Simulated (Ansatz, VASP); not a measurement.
**Two plane-wave programs on BiTe**

```xyz
2
Lattice="0.0000 3.2564 3.2564 3.2564 0.0000 3.2564 3.2564 3.2564 0.0000" Properties=species:S:1:pos:R:3 pbc="T T T"
Bi    0.0000    0.0000    0.0000
Te    3.2564    3.2564    3.2564
```

Change from the starting cell: volume scaled by 1.02, PAW files.

Alike in both runs: task electric field gradients; functional PBE; k mesh 10 × 10 × 10; occupations fermi-dirac, width 0.03 eV; no spin polarisation.

|  | VASP | Ansatz |
| --- | --- | --- |
| version | VASP 6.6.1 | Ansatz 0.2.0 |
| potentials or method | VASP PAW PBE potentials, release 64 (Bi_d, Te) | PAW with Ansatz's default frozen-core files, scalar-relativistic |
| plane-wave cutoff (eV) | 520 | 420 |
| valence electrons in the cell | 21 | 31 |

|  | VASP | Ansatz | Ansatz less VASP |
| --- | --- | --- | --- |
| pressure (GPa) | -0.2 | -0.2 | +0.05 |
| Vzz of the field gradient on the site that differs most (V/Å²) | 0.0 | 0.0 | 0.00 |

The two sets of potentials don't hold the same shells in valence. Ansatz warned: «gradients_without_spin_orbit».
